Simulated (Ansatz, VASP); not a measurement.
SiC in VASP and in Ansatz

The input INCAR:

```
PREC = Accurate ; ENCUT = 520
EDIFF = 1E-6 ; ISMEAR = 0
SIGMA = 0.1 ; LREAL = F
LASPH = T ; NELM = 60
ALGO = Normal ; ISIF = 2
LWAVE = F ; LCHARG = T
GGA = CA ; LELF = T
LVHAR = T ; NBANDS = 11
```

File KPOINTS:

```
regular mesh
0
Gamma
  8 8 8
```

POSCAR

```
SiC
1.0
    0.0000000000      2.1769966200      2.1769966200
    2.1769966200      0.0000000000      2.1769966200
    2.1769966200      2.1769966200      0.0000000000
Si C
1 1
Direct
    0.7500000000      0.7500000000      0.7500000000
    0.0000000000      0.0000000000      0.0000000000
```

Input for Ansatz:

```yaml
crystal:
  lattice:
    - [0.0, 2.17699662, 2.17699662]
    - [2.17699662, 0.0, 2.17699662]
    - [2.17699662, 2.17699662, 0.0]
  atoms:
    - { symbol: Si, position: [0.75, 0.75, 0.75] }
    - { symbol: C, position: [0.0, 0.0, 0.0] }
basis:
  ecutwfc: 420
kpoints:
  mp_grid: { grid: [8, 8, 8] }
hamiltonian:
  xc: lda
  pseudopotentials: { kind: paw, azcp: { folder: soft_1 } }
scf:
  occupations: { method: gaussian, width: 0.1 }
output:
  forces: true
  stress: true
  eigenvalues: true
```

The cell is a database's computed one.

Alike in both runs: task single point; functional LDA; k mesh 8 × 8 × 8; occupations gaussian, width 0.1 eV; no spin polarisation.

|  | VASP | Ansatz |
| --- | --- | --- |
| version | VASP 6.6.1 | Ansatz 0.2.0 |
| potentials or method | VASP PAW LDA potentials, release 64 (Si, C) | scalar-relativistic, plane waves, PAW |
| plane-wave cutoff (eV) | 520 | 420 |
| valence electrons in the cell | 8 | 8 |

```csv
,VASP,Ansatz,Ansatz less VASP
gap on the k mesh at the Fermi level (eV),1.30,1.31,+0.013
least direct gap on the mesh (eV),4.50,4.52,+0.017
pressure (GPa),-3.4,-3.8,-0.40
```

Ansatz warned: «pseudo_functional_mismatch».

A k mesh can miss the band edges.
